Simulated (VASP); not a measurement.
# Os (Fm-3m) in VASP: further runs

The runs below take Os through single point, with PBEsol.

All numbers are computed with VASP 6.6.1; they aren't measurements. Logs are shortened: lines on timing, memory, paths and dates and some standing lists are left out, and cuts for length are marked.

**1. Starting point**

The structure is cubic, space group Fm-3m (No. 225). Conventional cell: a = 3.822 Å, b = 3.822 Å, c = 3.822 Å, α = 90.00°, β = 90.00°, γ = 90.00°. Around Os (site symmetry m-3m) lie 12 Os at 2.70 Å.

This isn't the form of Os at room conditions, which is hcp.

**2. Single point, PBEsol**

Input file INCAR:

```
PREC     = Accurate       # precision mode
ENCUT    = 700            # plane-wave cutoff, eV
EDIFF    = 1E-7           # SCF threshold, eV
ISMEAR   = 0              # smearing method
SIGMA    = 0.1            # smearing width, eV
LREAL    = False          # projectors in reciprocal space
LASPH    = True           # aspherical terms in the spheres
NELM     = 80             # most SCF steps
ALGO     = Normal         # electronic algorithm
ISIF     = 2              # what is computed and relaxed
LWAVE    = False          # write WAVECAR
LCHARG   = True           # write CHGCAR
GGA      = PS             # functional
LELF     = True           # ELF
LVHAR    = True         
NBANDS   = 10             # bands
```

Input file KPOINTS:

```
regular mesh
0
Gamma
  18 18 18
```

Input file POSCAR:

```
Os
1.0
    0.0000000000      1.9111500000      1.9111500000
    1.9111500000      0.0000000000      1.9111500000
    1.9111500000      1.9111500000      0.0000000000
Os
1
Direct
    0.0000000000      0.0000000000      0.0000000000
```

Potentials or basis: VASP PAW PBE potentials, release 64 (Os).

On the command line:

```
cat potpaw_PBE.64/Os/POTCAR > POTCAR
mpirun -np 1 vasp_std > vasp.out
```

OUTCAR:

```text
PREC = Accurate
   ENCUT = 700
   EDIFF = 1E-7
   ISMEAR = 0
   LREAL = False
   LASPH = True
   NELM = 80
   ISIF = 2
   GGA = PS

 ion  position               nearest neighbor table
   1  0.000  0.000  0.000-

  LATTYP: Found a face centered cubic cell.
 ALAT       =     3.8223000000

  Lattice vectors:

 A1 = (   0.0000000000,   1.9111500000,   1.9111500000)
 A2 = (   1.9111500000,   0.0000000000,   1.9111500000)
 A3 = (   1.9111500000,   1.9111500000,   0.0000000000)

Analysis of symmetry for initial positions (statically):
=====================================================================
 Subroutine PRICEL returns:
 Original cell was already a primitive cell.

 Routine SETGRP: Setting up the symmetry group for a
 face centered cubic supercell.

 Subroutine GETGRP returns: Found 48 space group operations
 (whereof 48 operations were pure point group operations)
 out of a pool of 48 trial point group operations.

The static configuration has the point symmetry O_h .

Analysis of symmetry for dynamics (positions and initial velocities):
=====================================================================
 Subroutine PRICEL returns:
 Original cell was already a primitive cell.

 Routine SETGRP: Setting up the symmetry group for a
 face centered cubic supercell.

 Subroutine GETGRP returns: Found 48 space group operations
 (whereof 48 operations were pure point group operations)
 out of a pool of 48 trial point group operations.

The dynamic configuration has the point symmetry O_h .

 Subroutine INISYM returns: Found 48 space group operations
 (whereof 48 operations are pure point group operations),
 and found     1 'primitive' translations

----------------------------------------------------------------------------------------

                                     Primitive cell

  volume of cell :      13.9609

  direct lattice vectors                    reciprocal lattice vectors
     0.000000000  1.911150000  1.911150000    -0.261622583  0.261622583  0.261622583
     1.911150000  0.000000000  1.911150000     0.261622583 -0.261622583  0.261622583
     1.911150000  1.911150000  0.000000000     0.261622583  0.261622583 -0.261622583

  length of vectors
     2.702774250  2.702774250  2.702774250     0.453143607  0.453143607  0.453143607

  position of ions in fractional coordinates (direct lattice)
     0.000000000  0.000000000  0.000000000

  ion indices of the primitive-cell ions
   primitive index   ion index
                 1           1

----------------------------------------------------------------------------------------

 KPOINTS: regular mesh

Automatic generation of k-mesh.
 Grid dimensions read from file:
 generate k-points for:   18   18   18

 Generating k-lattice:

  Cartesian coordinates                     Fractional coordinates (reciprocal lattice)
    -0.014534588  0.014534588  0.014534588     0.055555556  0.000000000  0.000000000
     0.014534588 -0.014534588  0.014534588     0.000000000  0.055555556  0.000000000
     0.014534588  0.014534588 -0.014534588     0.000000000  0.000000000  0.055555556

  Length of vectors
     0.025174645  0.025174645  0.025174645

  Shift w.r.t. Gamma in fractional coordinates (k-lattice)
     0.000000000  0.000000000  0.000000000

 Subroutine IBZKPT returns following result:
 ===========================================

 Found    195 irreducible k-points:

 Following reciprocal coordinates:
            Coordinates               Weight
  0.000000  0.000000  0.000000      1.000000
  0.055556  0.000000  0.000000      8.000000
  0.111111  0.000000  0.000000      8.000000
  0.166667  0.000000  0.000000      8.000000
  0.222222  0.000000  0.000000      8.000000
  0.277778  0.000000  0.000000      8.000000
[... 16 lines left out ...]
 -0.277778  0.055556  0.000000     24.000000
 -0.222222  0.055556  0.000000     24.000000
 [... further k-points ...]
   k-points           NKPTS =    195   k-points in BZ     NKDIM =    195   number of bands    NBANDS=     10
   number of dos      NEDOS =    301   number of ions     NIONS =      1
   total plane-waves  NPLWV =  13824
   dimension x,y,z NGX =    24 NGY =   24 NGZ =   24
   dimension x,y,z NGXF=    48 NGYF=   48 NGZF=   48
   ions per type =               1
   NGX,Y,Z   is equivalent  to a cutoff of  14.76, 14.76, 14.76 a.u.
   NGXF,Y,Z  is equivalent  to a cutoff of  29.52, 29.52, 29.52 a.u.
 SYSTEM =  unknown system
   PREC   = accura    normal or accurate (medium, high low for compatibility)
   ISTART =      0    job   : 0-new  1-cont  2-samecut
   ICHARG =      2    charge: 1-file 2-atom 10-const
   ISPIN  =      1    spin polarized calculation?
   LNONCOLLINEAR =      F non collinear calculations
   LSORBIT =      F    spin-orbit coupling
   LASPH  =      T    aspherical Exc in radial PAW
   ENCUT  =  700.0 eV  51.45 Ry    7.17 a.u.   5.83  5.83  5.83*2*pi/ulx,y,z
   NELM   =     80;   NELMIN=  2; NELMDL= -5     # of ELM steps
   EDIFF  = 0.1E-06   stopping-criterion for ELM
   LREAL  =      F    real-space projection
   EDIFFG = 0.1E-05   stopping-criterion for IOM
   NSW    =      0    number of steps for IOM
   IBRION =     -1    ionic relax: 0-MD 1-quasi-New 2-CG
   NFREE  =      0    steps in history (QN), initial steepest desc. (CG)
   ISIF   =      2    stress and relaxation
   ISYM   =      2    0-nonsym 1-usesym 2-fastsym
   POTIM  = 0.5000    time-step for ionic-motion
   TEBEG  =    0.0;   TEEND  =   0.0 temperature during run
   PSTRESS=    0.0 pullay stress
   NELECT =       8.0000    total number of electrons
   NUPDOWN=      -1.0000    fix difference up-down
   EMIN   =  10.00;   EMAX   =-10.00  energy-range for DOS
   EFERMI =   0.00;   METHOD = LEGACY
   ISMEAR =     0;   SIGMA  =   0.10  broadening in eV -4-tet -1-fermi 0-gaus
   EFERMI_NEDOS =   21; number of points for ismear=-14 and -15
   IALGO  =     38    algorithm
   IMIX   =      4    mixing-type and parameters
     AMIX     =   0.40;   BMIX     =  1.00
     AMIX_MAG =   1.60;   BMIX_MAG =  1.00
  volume/ion in A,a.u.               =      13.96        94.21
  Fermi-wavevector in a.u.,A,eV,Ry     =   1.359774  2.569600 25.156971  1.848985
  Thomas-Fermi vector in A             =   2.486493
   LORBIT       =      0    0 simple, 1 ext, 2 COOP (PROOUT), +10 PAW based schemes
   GGA     = PS    functional components
   LHFCALC =     F    Hartree Fock is set to
   AEXX    =    0.0000 exact exchange contribution
   IVDW    =     0    specifies the selected vdW correction
   LEPSILON=     F    determine dielectric tensor
   LRPA    =     F    only Hartree local field effects (RPA)
 non-spin polarized calculation
 Gauss-broadening in eV      SIGMA  =   0.10
  energy-cutoff  :      700.00
  volume of cell :       13.96
 maximum number of plane-waves:       604
   NGX = 11   NGY = 11   NGZ = 11

 number of electron       8.0000000 magnetization

 Free energy of the ion-electron system (eV)
  ---------------------------------------------------
  ext. energy  EPLUGINS =         0.00000000
  ---------------------------------------------------
  free energy    TOTEN  =       -12.10474480 eV

  energy without entropy =      -12.10090253  energy(sigma->0) =      -12.10282366

 E-fermi :   9.1768     XC(G=0): -14.1634

 val. band max:        9.1385362312   @ k =  -0.3889   0.3333   0.0000
 cond. band min:       9.1802298021   @ k =  -0.2222   0.2778   0.0556
 fundamental gap:      0.0416935710
 Fermi energy:         9.1767668079

 k-point     1 :       0.0000    0.0000    0.0000
  band No.  band energies     occupation
      1      -1.6784      2.00000
      2       6.1934      2.00000
      3       6.1934      2.00000
      4       6.1934      2.00000
      5       9.2732      0.17245
      6       9.2732      0.17245
      7      23.4864      0.00000
      8      29.2995      0.00000
      9      29.2995      0.00000
     10      29.2995      0.00000

 k-point     2 :       0.0556    0.0000    0.0000
  band No.  band energies     occupation
      1      -1.5328      2.00000
      2       6.1035      2.00000
      3       6.2605      2.00000
      4       6.2605      2.00000
      5       9.2236      0.50821
      6       9.2236      0.50821
      7      23.7600      0.00000
      8      28.5327      0.00000
      9      29.5587      0.00000
     10      29.5587      0.00000

 k-point     3 :       0.1111    0.0000    0.0000
  band No.  band energies     occupation
      1      -1.1119      2.00000
      2       5.8731      2.00000
      3       6.4358      2.00000
      4       6.4358      2.00000
      5       9.1137      1.62752
      6       9.1137      1.62752
      7      24.5082      0.00000
      8      27.1048      0.00000
      9      30.3137      0.00000
     10      30.3137      0.00000

 k-point     4 :       0.1667    0.0000    0.0000
  band No.  band energies     occupation
      1      -0.4704      2.00000
      2       5.6089      2.00000
      3       6.6308      2.00000
      4       6.6308      2.00000
      5       9.0634      1.89116
      6       9.0634      1.89116
      7      25.1382      0.00000
      8      26.0753      0.00000
      9      31.5028      0.00000
     10      31.5028      0.00000
[... 222 lines left out ...]
 k-point    22 :      -0.3333    0.0556    0.0000
  band No.  band energies     occupation
      1       1.5234      2.00000
      2       6.2565      2.00000
      3       6.4171      2.00000
      4       6.5075      2.00000
      5      10.1842      0.00000
      6      11.2115      0.00000
      7      21.0985      0.00000
      8      25.0036      0.00000
      9      30.9624      0.00000
     10      33.0632      0.00000

 k-point    23 :      -0.2778    0.0556    0.0000
  band No.  band energies     occupation
      1       1.2317      2.00000
      2       5.6922      2.00000
      3       6.4942      2.00000
      4       6.6305      2.00000
      5       9.4548      0.00008
      6      10.5153      0.00000
      7      22.4904      0.00000
      8      26.3775      0.00000
      9      32.1619      0.00000
     10      33.5480      0.00000

 k-point    24 :      -0.2222    0.0556    0.0000
  band No.  band energies     occupation
      1       0.6420      2.00000
      2       5.3631      2.00000
      3       6.6766      2.00000
      4       6.7924      2.00000
      5       8.8932      1.99994
      6       9.8966      0.00000
      7      23.7845      0.00000
      8      27.0166      0.00000
      9      32.1182      0.00000
     10      33.3448      0.00000

 [... further k-points ...]
[... 5 lines left out ...]
  --------------------------------------------------------------------------------------
  -------------------------------------------------------------------------------------
  Total        0.0025054      0.0025054      0.0025054      0.0000000      0.0000000      0.0000000
  in kB        0.2875230      0.2875230      0.2875230      0.0000000      0.0000000      0.0000000
  external PRESSURE =       0.2875230 kB  Pullay stress =       0.0000000 kB

 VOLUME and BASIS-vectors are now :
 -----------------------------------------------------------------------------
  energy-cutoff  :      700.00
  volume of cell :       13.96
      direct lattice vectors                 reciprocal lattice vectors
     0.000000000  1.911150000  1.911150000    -0.261622583  0.261622583  0.261622583
     1.911150000  0.000000000  1.911150000     0.261622583 -0.261622583  0.261622583
     1.911150000  1.911150000  0.000000000     0.261622583  0.261622583 -0.261622583

 POSITION                                       TOTAL-FORCE (eV/Angst)
 -----------------------------------------------------------------------------------
      0.00000      0.00000      0.00000         0.000000      0.000000      0.000000
 -----------------------------------------------------------------------------------
    total drift:                               -0.000000      0.000000     -0.000000

  FREE ENERGIE OF THE ION-ELECTRON SYSTEM (eV)
  ---------------------------------------------------
  free  energy   TOTEN  =       -12.1047448026 eV

  energy  without entropy=      -12.1009025266  energy(sigma->0) =      -12.10282366
```

It took 15 s on 1 thread of Intel Xeon Platinum 8488C (Sapphire Rapids), shared host; peak memory 0.17 GiB.

What came out:

| Quantity | Value |
| --- | --- |
| Free energy | -12.1047 eV |
| Pressure | 0.0 GPa |
| Band gap on the k mesh | none (metal or under the smearing width) |

Levels at points of the mesh, in eV from the Fermi level:
| k point | band 1 | band 2 | band 3 | band 4 | band 5 | band 6 | band 7 | band 8 | band 9 |
| --- | --- | --- | --- | --- | --- | --- | --- | --- | --- |
| (0.00, 0.00, 0.00) | -10.86 | -2.98 | -2.98 | -2.98 | 0.10 | 0.10 | 14.31 | 20.12 | 20.12 |
| (0.50, 0.00, 0.00) | -7.72 | -3.14 | -3.14 | -0.21 | 2.53 | 2.53 | 9.07 | 13.83 | 20.45 |
| (0.50, 0.50, 0.00) | -7.62 | -6.89 | 2.38 | 2.49 | 3.23 | 3.23 | 12.32 | 12.32 | 12.36 |

Caveat: the PAW data sets were made with another functional, which shifts forces and pressure a little.

**3. Single point, PBEsol**

Changes to INCAR since step 2:

```diff
@@ -1,3 +1,3 @@
 PREC     = Accurate       # precision mode
-ENCUT    = 700            # plane-wave cutoff, eV
+ENCUT    = 520            # plane-wave cutoff, eV
 EDIFF    = 1E-7           # SCF threshold, eV
```

Input file KPOINTS:

```
regular mesh
0
Gamma
  28 28 28
```

POSCAR is that of step 2.

Potentials or basis: VASP PAW PBE potentials, release 64 (Os).

On the command line:

```
cat potpaw_PBE.64/Os/POTCAR > POTCAR
mpirun -np 1 vasp_std > vasp.out
```

It took 38 s on 1 thread of Intel Xeon Platinum 8488C (Sapphire Rapids), shared host; peak memory 0.2 GiB.

It converged, with:

| Item | Value |
| --- | --- |
| Free energy | -12.1032 eV |
| Pressure | -0.1 GPa |
| Band gap on the k mesh | none (metal or under the smearing width) |

Levels at points of the mesh, in eV from the Fermi level:
| k point | band 1 | band 2 | band 3 | band 4 | band 5 | band 6 | band 7 | band 8 | band 9 |
| --- | --- | --- | --- | --- | --- | --- | --- | --- | --- |
| (0.00, 0.00, 0.00) | -10.88 | -3.01 | -3.01 | -3.01 | 0.07 | 0.07 | 14.28 | 20.10 | 20.10 |
| (0.50, 0.00, 0.00) | -7.74 | -3.17 | -3.17 | -0.24 | 2.50 | 2.50 | 9.04 | 13.80 | 20.43 |
| (0.50, 0.50, 0.00) | -7.64 | -6.92 | 2.36 | 2.47 | 3.20 | 3.20 | 12.29 | 12.29 | 12.33 |

Caveat: the PAW data sets were made with another functional, which shifts forces and pressure a little. The run has no spin-orbit coupling, so splittings on Os are missing.
